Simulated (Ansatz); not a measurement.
**Zone-centre phonons of YN at 13.6 GPa: input and output**

Computed with DFT LDA, scalar-relativistic, plane waves, PAW in Ansatz 0.2.0.

Launched with:
```bash
ansatz run input.yaml --threads 1 --pin off --max-ram 1228MiB --backend cpu --events-out ev --progress --plain --runs-dir out
```

Input (bare energies are in eV):
```yaml
crystal:
  lattice:
    - [0.0, 2.358, 2.358]
    - [2.358, 0.0, 2.358]
    - [2.358, 2.358, 0.0]
  atoms:
    - { symbol: "Y", position: [0.0, 0.0, 0.0] }
    - { symbol: "N", position: [0.5, 0.5, 0.5] }
basis:
  ecutwfc: 420
kpoints:
  mp_grid: { grid: [16, 16, 16] }
hamiltonian:
  xc: lda
scf:
  occupations: { method: fermi_dirac, width: 0.15 }
output:
  eigenvalues: true
phonons:
  method: dfpt
  eigenvectors: true
```

Results section of the output:
```
--- Phonons (Γ-DFPT): 2 representative perturbations + reference, on 349 of 4096 k-points (Σ response iterations 6) ---
  k mesh reduced under 8 symmetry operations, with k and −k counted as one. Each operation leaves every solved perturbation unchanged. A smaller set is not used because it would not reduce the number of displacements ...
  ASR residual: 2.251e-4 → 0.000e0 eV/Å²; symmetrization residual: 7.228e-7 eV/Å²
  ASR residual per site (eV/Å²): 2.25e-4 3.89e-5
  Γ frequencies (cm⁻¹): 0.00 0.00 0.00 255.54 255.54 255.54
  non-analytic LO–TO correction: not included (Born effective charges unavailable; polar crystals: no LO–TO splitting at Γ)
```

It took 46 s on 1 thread of Arm Neoverse N1, on a shared host, peak memory 0.56 GiB.

The cell is the ideal cubic rocksalt prototype. In a metal, frequencies and elastic constants depend on the k mesh and the smearing, soft modes and shear constants most. A semilocal functional can close a gap that the real compound has.